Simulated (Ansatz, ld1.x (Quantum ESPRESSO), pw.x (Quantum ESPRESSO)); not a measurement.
## tellurium: one change to the ultrasoft potential, in the atom and in the fcc crystal

ld1.x (Quantum ESPRESSO) 7.5 input, shortened:

```
&input
   title='Te', zed=52., rel=1, dft='PBESOL', iswitch=3,
   config='[Kr] 4d10 5s2 5p2 5d-2'
 /
 &inputp
   pseudotype=3, tm=.true., lloc=-1, rcloc=2.40,
   nlcc=.true., new_core_ps=.true.,
   which_augfun='PSQ', rmatch_augfun=1.80
 /
6
5S  1  0   2.00   0.00  1.65  2.00  0.0
5S  1  0   0.00  -1.90  1.65  2.00  0.0
5P  2  1   2.00   0.00  1.85  2.35  0.0
5P  2  1   0.00   2.20  1.85  2.35  0.0
5D  3  2  -2.00   0.50  2.00  2.40  0.0
5D  3  2  -2.00   2.10  2.00  2.40  0.0
 &test
   configts(1)='5s2 5p2'
 /
```

Change: all radii but the core radius scaled by about 1.08 (s 2.16, p 2.54, d 2.60 bohr, rcut 1.78/2.00/2.16); local potential all-electron potential smoothed inside 2.60 bohr (lloc = -1); augmentation PSQ, radius 1.94 bohr.

Cutoffs, loose and tight: the cutoffs (Ry, on a coarse ladder) from which the occupation-weighted sum of valence levels, in a spherical-Bessel basis at the reference potential, stays within 10 and 1 mRy of its value at 400 Ry. They do not see the model core or the augmentation charge, which bear on the density cutoff. Test errors are all-electron minus pseudo excitation energies from the reference, over the configurations 5s2 5p4; 5s2 5p3; 5s2 5p1; 5s1 5p5; 5s0 5p6; 5s1 5p4; 5s2 5p0; variants that change the core or the reference have their own tests.

Crystal test: fcc Te in pw.x 7.5, no spin, 12³ k-points, Fermi–Dirac smearing 0.01 Ry, cutoffs set for each file from its atomic test. The reference is all-electron LAPW (Ansatz 0.2.0) with the same functional, mesh and smearing; V0 and B0 come from Birch–Murnaghan fits to the pressures at five volumes. Errors are pseudo minus all-electron; Δ is the rms difference of the E(V) curves that follow from these fits, minima aligned, over ±6 % about the mean V0. Mesh and smearing are coarse, so the numbers serve the comparison and aren't converged zero-temperature values; the lattice is a test structure that the element need not adopt.

All-electron: a0 = 4.756 Å (V0 = 26.89 Å³/atom), B0 = 63.4 GPa.

Problem. Does the change bring the crystal closer to the all-electron result?

Solution. The mean pressure error goes from +0.17 to +1.03 GPa, so the change moves the solid further from the all-electron pressures. The B0 error goes the other way, from +1.0 to -0.2 %.

| quantity | base | changed |
| --- | --- | --- |
| outcome (atom) | generated | generated |
| cutoff, loose (atom) | 8 Ry | 8 Ry |
| cutoff, tight (atom) | 18 Ry | 15 Ry |
| bound ghosts (atom) | none | none |
| largest test error (meV) (atom) | -190 | -72 over the solved tests; test run stopped at test 3 of 7 (negative rho) |
| cutoffs in pw.x (Ry) | 40/320 | 40/320 |
| a0 (Å) | 4.760 | 4.780 |
| a0 error (%) | +0.08 | +0.51 |
| B0 error (%) | +1.0 | -0.2 |
| Δ (meV/atom) | 1.0 | 5.8 |
| mean pressure error (GPa) | +0.17 | +1.03 |

Changed file: This is a poor potential for the solid. Atomic configuration tests: test run stopped at test 3 of 7 (negative rho). The atomic cutoffs weigh occupied waves only.
